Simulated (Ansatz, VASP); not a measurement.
# Se in VASP and in Ansatz

```
CELL_PARAMETERS angstrom
2.87705 1.66106 5.20039
-2.87705 1.66106 5.20039
0.00000 -3.32213 5.20039
ATOMIC_POSITIONS crystal
Se 0.98254 0.39716 0.39716
Se 0.39716 0.98254 0.39716
Se 0.39716 0.39716 0.98254
Se 0.01746 0.60284 0.60284
Se 0.60284 0.01746 0.60284
Se 0.60284 0.60284 0.01746
Se 0.50000 0.50000 0.50000
```

Alike in both runs: task single point; functional PBE; k mesh 6 × 6 × 6; occupations gaussian, width 0.1 eV; no spin polarisation.

|  | VASP | Ansatz |
| --- | --- | --- |
| version | VASP 6.6.1 | Ansatz 0.2.0 |
| potentials or method | VASP PAW PBE potentials, release 64 (Se) | scalar-relativistic, plane waves, PAW |
| plane-wave cutoff (eV) | 520 | 420 |
| valence electrons in the cell | 42 | 112 |

VASP gave:

| Quantity | Value |
| --- | --- |
| gap on the k mesh at the Fermi level (eV) | none |
| rms of the force components (eV/Å) | 1.288 |

Which values does Ansatz return?

gap on the k mesh at the Fermi level (eV): none; rms of the force components (eV/Å): 1.268.

Atom by atom the forces differ by 0.020 eV/Å (rms over components). A gap of «none» marks a metal or a gap that the smearing closes. The two sets of potentials don't hold the same shells in valence.

Caveats: forces of over 1 eV/Å show positions far from the minimum, so gaps and moduli don't describe the material at rest.
